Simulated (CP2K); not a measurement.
Runs of CP2K 2026.2 on As. The typed cell holds 1 atom: a = 2.999 Å, b = 2.598 Å, c = 2.582 Å, α = 78.73°, β = 76.84°, γ = 93.49°. 

| task | level | points a segment of the path (NPOINTS) | bands added on the path | gap on the mesh (eV) | pressure (GPa) |
| --- | --- | --- | --- | --- | --- |
| single point | revPBE | - | - | none | (a) |
| band structure | r2SCAN | 10 | 6 | none | 8.3 |
| band structure | PBEsol | 10 | 6 | none | 6.3 |
| single point | BLYP | - | - | none | 15.0 |
| single point | OLYP | - | - | none | (b) |
| band structure | LDA | 10 | 6 | none | 6.6 |

Alike in all rows: potentials or basis POTENTIAL_UZH As GTH-PBE-q5; TZVP-MOLOPT-PBE-GTH basis; no spin polarisation; cell as given; k mesh 9 × 10 × 11; smearing fermi-dirac 0.05 eV.

Question: Fill in the values left out.

Answer: (a) 8.8; (b) 5.9.

Caveats: the potentials were made for another functional, which shifts forces and pressure; the basis of atomic orbitals isn't converged, which shifts pressures, moduli and gaps.

A k mesh can miss the band edges, and the runs leave out spin-orbit coupling on As.

A gap of «none» marks a metal or a gap under the smearing width.

Runs at the PBE level aren't shown here.
